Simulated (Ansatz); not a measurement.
All numbers below come from Ansatz 0.2.0, DFT PBE, scalar-relativistic, plane waves, PAW. Settings: cutoff 420 eV, Γ-centred meshes spaced at most about 0.3 Å⁻¹, and about 0.25 Å⁻¹ or finer for metals (2π included), Gaussian smearing. No spin polarisation.

These are static total energies at zero pressure.

Question: Order these relaxed structures of TaAs by energy, lowest first, with the energy over the lowest of them.
A.

```
Ta As
1.0
     3.21467    0.00000    0.00000
     0.00000    3.21467    0.00000
     0.00000    0.00000    3.21467
Ta As
1 1
Direct
  0.50000 0.50000 0.50000
  0.00000 0.00000 0.00000
```

B.

```
Ta As
1.0
     0.00000    2.63329    2.63329
     2.63329    0.00000    2.63329
     2.63329    2.63329    0.00000
Ta As
1 1
Direct
  0.00000 0.00000 0.00000
  0.50000 0.50000 0.50000
```

C.

```
Ta As
1.0
     3.41391    0.00000    0.00000
    -1.70695    2.95653    0.00000
     0.00000    0.00000    3.48432
Ta As
1 1
Cartesian
  0.0000 0.0000 1.7422
  1.7070 0.9855 0.0000
```

Answer: C (0 meV/atom), A (278 meV/atom), B (573 meV/atom). Forms: C tungsten carbide type, P-6m2; A caesium chloride type, Pm-3m; B rock salt type, Fm-3m. Counting As atoms around Ta (those within 1.25 times the shortest such distance or 1.15 times the sum of covalent radii, 1.27 where that leaves under three): C has Ta 6; A has Ta 8; B has Ta 6. All come from invented guesses.

These runs have no spin–orbit coupling, which can matter for Ta. Cells relaxed within their symmetry can be saddle points. Some structure types and database cells were kept out of the candidates from the start, so a known form may be missing.
